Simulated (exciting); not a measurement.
# Core excitons at the O K edge of CaO (Lime)

How far do the exchange and direct terms reshape the O K edge of CaO (Lime)?

Program: exciting sodium. Level of theory: X-ray absorption, core-level Bethe-Salpeter equation, exchange and statically screened direct term, Tamm-Dancoff, all-electron LAPW+lo LDA. Results are calculated unless marked as measured.

This is a report of a sequence of runs, with most program output left out.

## Step 1: Set-up

It takes space group Fm-3m (No. 225, cubic). Conventional cell: a = 4.813 Å, b = 4.813 Å, c = 4.813 Å, α = 90.00°, β = 90.00°, γ = 90.00°. Nearest to Ca lie 6 O at 2.41 Å. Nearest to O lie 6 Ca at 2.41 Å. Farther neighbours and most contacts between anions are not listed.

Structure file:

```xyz
2
Lattice="0.0000 2.4065 2.4065 2.4065 0.0000 2.4065 2.4065 2.4065 0.0000" Properties=species:S:1:pos:R:3 pbc="T T T"
Ca    0.0000    0.0000    0.0000
O     2.4065    2.4065    2.4065
```

Differences between curves are given as r.m.s. difference over r.m.s. height.

## Step 2: Ground state

The species files are the program's own, with muffin-tin radii set in the input.

Input file input.xml:

```
<input>
  <title>CaO</title>
  <structure speciespath="." autormt="false" epslat="1.0e-5">
    <crystal>
      <basevect>0.0000000000 4.5476259181 4.5476259181</basevect>
      <basevect>4.5476259181 0.0000000000 4.5476259181</basevect>
      <basevect>4.5476259181 4.5476259181 0.0000000000</basevect>
    </crystal>
    <species speciesfile="Ca.xml" rmt="2.464">
      <atom coord="0.0000000000 0.0000000000 0.0000000000"/>
    </species>
    <species speciesfile="O.xml" rmt="1.947">
      <atom coord="0.5000000000 0.5000000000 0.5000000000"/>
    </species>
  </structure>
  <groundstate do="fromscratch" xctype="LDA_PW" ngridk="5 5 5" rgkmax="7" gmaxvr="14" nempty="8" swidth="0.001" maxscl="100" epsengy="1e-5"/>
</input>
```

Command:

```
> OMP_NUM_THREADS=1 mpirun -n 4 exciting
```

Run time: 12 s. Hardware: 4 MPI ranks of Arm Neoverse V1, shared host.

The warnings file holds hints only, no warning.

The mesh shows a gap of 3.68 eV. Core levels (Dirac, from the valence top):

```
atom  level  energy (eV)
  Ca  1s1/2      -3927.5
  Ca  2s1/2       -402.9
  Ca  2p1/2       -326.9
  Ca  2p3/2       -323.2
   O  1s1/2       -499.4
```

## Step 3: A richer basis for the empty states

Each species file gets more local orbitals, built from u and its energy derivative at 0.15 Ha and u at 0.9 Ha.

input.xml is that of step 2.

Input file SPECIES.xml, added lines:

```
<lo l="L">  <!-- L = 0, 1, 2 -->
  <wf matchingOrder="0" trialEnergy="0.1500" searchE="false"/>
  <wf matchingOrder="1" trialEnergy="0.1500" searchE="false"/>
  <wf matchingOrder="0" trialEnergy="0.9000" searchE="false"/>
</lo>
```

Command:

```
> OMP_NUM_THREADS=1 mpirun -n 4 exciting
```

Elapsed: 12 s, on 4 MPI ranks.

Against the first ground state the total energy moves by -15 meV an atom and the gap by -0.01 eV.

## Step 4: Screening, kernels and BSE for O atom 2

The absorber has 6 Ca at 2.41 Å (octahedral, site symmetry m-3m).

Changes to input.xml since step 3:

```diff
@@ -15,3 +15,20 @@
   </structure>
-  <groundstate do="fromscratch" xctype="LDA_PW" ngridk="5 5 5" rgkmax="7" gmaxvr="14" nempty="8" swidth="0.001" maxscl="100" epsengy="1e-5"/>
+  <groundstate do="skip" xctype="LDA_PW" ngridk="5 5 5" rgkmax="7" gmaxvr="14" nempty="8" swidth="0.001" maxscl="100" epsengy="1e-5"/>
+  <xs xstype="BSE" ngridk="5 5 5" ngridq="5 5 5" vkloff="0.097 0.273 0.493" rgkmax="7" nempty="22" gqmax="3" lmaxapwwf="5" lmaxemat="2" broad="0.01654" tevout="true">
+    <energywindow intv="18.042 19.659" points="439"/>
+    <screening screentype="full" nempty="37"/>
+    <BSE xas="true" xasspecies="2" xasatom="1" xasedge="K" bsetype="singlet" nstlxas="1 18"/>
+    <qpointset>
+      <qpoint>0 0 0</qpoint>
+    </qpointset>
+    <plan>
+      <doonly task="xsgeneigvec"/>
+      <doonly task="writepmatxs"/>
+      <doonly task="scrgeneigvec"/>
+      <doonly task="scrwritepmat"/>
+      <doonly task="screen"/>
+      <doonly task="scrcoulint"/>
+      <doonly task="exccoulint"/>
+    </plan>
+  </xs>
 </input>
```

Input file input.xml for the last start (plan only):

```
  <plan>
    <doonly task="bse"/>
  </plan>
```

Command:

```
> OMP_NUM_THREADS=1 mpirun -n 4 exciting
> OMP_NUM_THREADS=4 exciting
```

Elapsed: 7.7 min, on 4 MPI ranks.

Wall time by task: xsgeneigvec 2.7 s, writepmatxs 5.5 s, scrgeneigvec 2.1 s, scrwritepmat 1.7 s, screen 40 s, scrcoulint 3.5 min, exccoulint 2.2 min, bse 60 s.

The O K spectrum of O atom 2 (energy from the Kohn–Sham onset, core level to the lowest empty state found on the meshes used, 502.85 eV; the shifted mesh sets it, since it comes nearer the band minimum than the ground-state mesh; Im ε scaled to the maximum of the singlet run; cut below the end of the band set):

```
E (eV)  Im ε
  -4.0  0.02
  -3.5  0.03
  -3.0  0.03
  -2.5  0.04
  -2.0  0.06
  -1.5  0.09
  -1.0  0.15
  -0.5  0.31
   0.0  0.68
   0.5  0.98
   1.0  0.91
   1.5  0.68
   2.0  0.52
   2.5  0.44
   3.0  0.43
   3.5  0.50
   4.0  0.50
   4.5  0.39
   5.0  0.34
   5.5  0.27
   6.0  0.23
   6.5  0.22
   7.0  0.20
   7.5  0.19
   8.0  0.20
   8.5  0.29
   9.0  0.34
   9.5  0.21
  10.0  0.15
  10.5  0.13
  11.0  0.12
  11.5  0.12
  12.0  0.12
  12.5  0.15
  13.0  0.19
  13.5  0.14
  14.0  0.09
  14.5  0.07
  15.0  0.08
  15.5  0.09
  16.0  0.10
  16.5  0.10
  17.0  0.11
  17.5  0.12
  18.0  0.11
  18.5  0.13
  19.0  0.16
  19.5  0.22
  20.0  0.29
  20.5  0.34
  21.0  0.33
  21.5  0.33
  22.0  0.36
  22.5  0.41
```

Maxima (height): 0.6 eV (1.00), 3.7 eV (0.53), 8.9 eV (0.34), 13.1 eV (0.19) and 22.5 eV (0.41).

The Hamiltonian has 4500 rows. The lowest groups of eigenvalues and the brightest ones, on the scale above. Core spinors bring spin-forbidden partners, so dark means forbidden by spin or by symmetry, and the shifted mesh splits states that symmetry would keep together:

```
energy (eV)  states within 10 meV  relative strength
     -0.702                     2             0.0078
     -0.556                     2             0.0057
     -0.538                     2              0.012
     -0.265                     2               0.29
     -0.224                     4               0.12
     -0.151                     2              0.044
     -0.016                     2               0.61
      0.111                     2               0.71
      0.307                     2               0.54
      0.619                     2               0.63
      0.656                     2               1.00
      0.699                     2               0.59
      0.710                     2               0.68
```

## Step 5: Independent particles

Changes to input.xml since step 4:

```diff
@@ -19,3 +19,3 @@
     <screening screentype="full" nempty="37"/>
-    <BSE xas="true" xasspecies="2" xasatom="1" xasedge="K" bsetype="singlet" nstlxas="1 18"/>
+    <BSE xas="true" xasspecies="2" xasatom="1" xasedge="K" bsetype="IP" nstlxas="1 18"/>
     <qpointset>
@@ -24,9 +24,3 @@
     <plan>
-      <doonly task="xsgeneigvec"/>
-      <doonly task="writepmatxs"/>
-      <doonly task="scrgeneigvec"/>
-      <doonly task="scrwritepmat"/>
-      <doonly task="screen"/>
-      <doonly task="scrcoulint"/>
-      <doonly task="exccoulint"/>
+      <doonly task="bse"/>
     </plan>
```

Command:

```
> OMP_NUM_THREADS=4 exciting
```

Run time: 1.5 s. Hardware: 4 threads.

Maxima (height): 3.7 eV (0.52), 5.0 eV (0.42), 6.5 eV (0.54), 10.2 eV (0.38) and 14.0 eV (0.27); 1 lower ones aren't listed. Against the singlet run the r.m.s. difference is 71 %. Moving the earlier curve by +2.8 eV leaves 37 %. The highest maximum lies at 6.5 eV (0.54), against 0.6 eV (1.00).

## Step 6: Exchange alone

Changes to input.xml since step 5:

```diff
@@ -19,3 +19,3 @@
     <screening screentype="full" nempty="37"/>
-    <BSE xas="true" xasspecies="2" xasatom="1" xasedge="K" bsetype="IP" nstlxas="1 18"/>
+    <BSE xas="true" xasspecies="2" xasatom="1" xasedge="K" bsetype="RPA" nstlxas="1 18"/>
     <qpointset>
```

Command:

```
> OMP_NUM_THREADS=4 exciting
```

Wall time 62 s (4 threads).

Maxima (height): 3.7 eV (0.51), 5.0 eV (0.42), 6.5 eV (0.54), 10.2 eV (0.38) and 14.0 eV (0.27); 1 lower ones aren't listed. The spectrum differs from the independent-particle run by 2 % r.m.s.

## Step 7: Local-field cutoff

Changed against the first singlet run: cutoff of the kernels (bohr⁻¹) from 3 to 2.

Changes to input.xml since step 6:

```diff
@@ -16,6 +16,6 @@
   <groundstate do="skip" xctype="LDA_PW" ngridk="5 5 5" rgkmax="7" gmaxvr="14" nempty="8" swidth="0.001" maxscl="100" epsengy="1e-5"/>
-  <xs xstype="BSE" ngridk="5 5 5" ngridq="5 5 5" vkloff="0.097 0.273 0.493" rgkmax="7" nempty="22" gqmax="3" lmaxapwwf="5" lmaxemat="2" broad="0.01654" tevout="true">
+  <xs xstype="BSE" ngridk="5 5 5" ngridq="5 5 5" vkloff="0.097 0.273 0.493" rgkmax="7" nempty="22" gqmax="2" lmaxapwwf="5" lmaxemat="2" broad="0.01654" tevout="true">
     <energywindow intv="18.042 19.659" points="439"/>
     <screening screentype="full" nempty="37"/>
-    <BSE xas="true" xasspecies="2" xasatom="1" xasedge="K" bsetype="RPA" nstlxas="1 18"/>
+    <BSE xas="true" xasspecies="2" xasatom="1" xasedge="K" bsetype="singlet" nstlxas="1 18"/>
     <qpointset>
@@ -24,3 +24,6 @@
     <plan>
-      <doonly task="bse"/>
+      <doonly task="xsgeneigvec"/>
+      <doonly task="screen"/>
+      <doonly task="scrcoulint"/>
+      <doonly task="exccoulint"/>
     </plan>
```

Input file input.xml for the last start (plan only):

```
  <plan>
    <doonly task="bse"/>
  </plan>
```

Command:

```
> OMP_NUM_THREADS=1 mpirun -n 4 exciting
> OMP_NUM_THREADS=4 exciting
```

It took 4.5 min on 4 MPI ranks.

These settings are cheaper. The spectrum differs from the singlet run by 11 % r.m.s. The highest maximum lies at 0.8 eV (0.89), against 0.6 eV (1.00). The kernels miss the short-range part of the Coulomb interaction, its components above their cutoff.

```
E (eV)  first run  this run
  -4.0       0.02      0.02
  -3.0       0.03      0.03
  -2.0       0.06      0.05
  -1.0       0.15      0.12
   0.0       0.68      0.52
   1.0       0.91      0.87
   2.0       0.52      0.54
   3.0       0.43      0.42
   4.0       0.50      0.52
   5.0       0.34      0.37
   6.0       0.23      0.25
   7.0       0.20      0.21
   8.0       0.20      0.20
   9.0       0.34      0.36
  10.0       0.15      0.16
  11.0       0.12      0.13
  12.0       0.12      0.13
  13.0       0.19      0.20
  14.0       0.09      0.10
  15.0       0.08      0.08
  16.0       0.10      0.10
  17.0       0.11      0.12
  18.0       0.11      0.12
  19.0       0.16      0.17
  20.0       0.29      0.30
  21.0       0.33      0.35
  22.0       0.36      0.38
```

## Step 8: Another input

In this try the input is made faulty on purpose, to show what that does.

Changes to input.xml since step 7:

```diff
@@ -16,3 +16,3 @@
   <groundstate do="skip" xctype="LDA_PW" ngridk="5 5 5" rgkmax="7" gmaxvr="14" nempty="8" swidth="0.001" maxscl="100" epsengy="1e-5"/>
-  <xs xstype="BSE" ngridk="5 5 5" ngridq="5 5 5" vkloff="0.097 0.273 0.493" rgkmax="7" nempty="22" gqmax="2" lmaxapwwf="5" lmaxemat="2" broad="0.01654" tevout="true">
+  <xs xstype="BSE" ngridk="3 3 3" ngridq="3 3 3" vkloff="0 0 0" rgkmax="7" nempty="22" gqmax="3" lmaxapwwf="5" lmaxemat="2" broad="0.01654" tevout="true">
     <energywindow intv="18.042 19.659" points="439"/>
@@ -25,2 +25,5 @@
       <doonly task="xsgeneigvec"/>
+      <doonly task="writepmatxs"/>
+      <doonly task="scrgeneigvec"/>
+      <doonly task="scrwritepmat"/>
       <doonly task="screen"/>
```

Input file input.xml for the last start (plan only):

```
  <plan>
    <doonly task="bse"/>
  </plan>
```

The job ended after 56 s (4 MPI ranks).

The input has a fault: a coarse mesh through the zone centre samples only symmetric points. In all it changes the k mesh from 5×5×5 to 3×3×3 and mesh offset from shifted to 0 0 0. The spectrum differs from the singlet run by 34 % r.m.s. The highest maximum lies at 0.8 eV (1.43), against 0.6 eV (1.00). The first bright state moves from -0.27 to 0.85 eV. The lowest bare transition of this run lies at 0.41 eV, against 0.00. A coarse mesh samples few band energies, and it inflates the long-range part of the attraction. Symmetric points repeat the same band energies.

```
E (eV)  first run  this run
  -4.0       0.02      0.02
  -3.0       0.03      0.03
  -2.0       0.06      0.05
  -1.0       0.15      0.10
   0.0       0.68      0.33
   1.0       0.91      1.30
   2.0       0.52      0.52
   3.0       0.43      0.46
   4.0       0.50      0.49
   5.0       0.34      0.38
   6.0       0.23      0.23
   7.0       0.20      0.11
   8.0       0.20      0.34
   9.0       0.34      0.23
  10.0       0.15      0.09
  11.0       0.12      0.07
  12.0       0.12      0.08
  13.0       0.19      0.33
  14.0       0.09      0.13
  15.0       0.08      0.05
  16.0       0.10      0.05
  17.0       0.11      0.10
  18.0       0.11      0.05
  19.0       0.16      0.09
  20.0       0.29      0.27
  21.0       0.33      0.49
  22.0       0.36      0.56
```

## Step 9: The levels of theory side by side

```
  level  curve passes 0.15 (eV)  highest maximum (eV)  its height
     IP                     1.5                   6.5        0.54
    RPA                     1.5                   6.5        0.54
singlet                    -1.0                   0.6        1.00
```

```
E (eV)    IP   RPA  singlet
  -4.0  0.01  0.01     0.02
  -3.0  0.01  0.01     0.03
  -2.0  0.01  0.01     0.06
  -1.0  0.02  0.02     0.15
   0.0  0.04  0.04     0.68
   1.0  0.10  0.10     0.91
   2.0  0.24  0.23     0.52
   3.0  0.44  0.42     0.43
   4.0  0.49  0.48     0.50
   5.0  0.42  0.41     0.34
   6.0  0.44  0.43     0.23
   7.0  0.45  0.46     0.20
   8.0  0.27  0.28     0.20
   9.0  0.20  0.20     0.34
  10.0  0.35  0.35     0.15
  11.0  0.28  0.29     0.12
  12.0  0.19  0.19     0.12
  13.0  0.16  0.16     0.19
  14.0  0.27  0.27     0.09
  15.0  0.12  0.13     0.08
  16.0  0.10  0.10     0.10
  17.0  0.11  0.11     0.11
  18.0  0.13  0.13     0.11
  19.0  0.10  0.10     0.16
  20.0  0.12  0.12     0.29
  21.0  0.21  0.21     0.33
  22.0  0.27  0.26     0.36
```

## Step 10: Results

```
absorber and edge   : O K, atom 2
surroundings        : 6 Ca at 2.41 Å (octahedral, site symmetry m-3m)
first bright state  : -0.27 eV from the Kohn–Sham onset, on this mesh
highest maximum     : 0.6 eV
cost of the BSE run : 7.7 min on 4 MPI ranks of Arm Neoverse V1, shared host; the last task ran on as many threads
```

In words: Is a core exciton bound? Undecided on this mesh: the first bright state (over 5 % of the brightest) lies at -0.27 eV from the Kohn–Sham onset; weaker or dark states reach down to -0.70 eV. Exchange alone changes the independent-particle spectrum by 2 % r.m.s. With 125 k points the binding energies are rough. Exchange and the short-range direct term aren't converged in the kernel cutoff. The zero comes from the shifted mesh, which comes near the band minimum without meeting it. The Kohn–Sham onset, 503 eV, is no photon energy: the scale needs a rigid shift. Bands and screening come from semilocal DFT, whose small gap overscreens. Vibrations and energy-dependent lifetimes are left out. The structure is a published determination, not relaxed.

[Logs are printed without paths, hosts, clocks, repeated set-up lines and the standing remarks that a program may print on its own settings, such as how far it seeks lower states.]

[Hosts, paths, dates, database ids (printed as entryN), source tags and the programs' standing remarks are cut or masked in the printed files.]
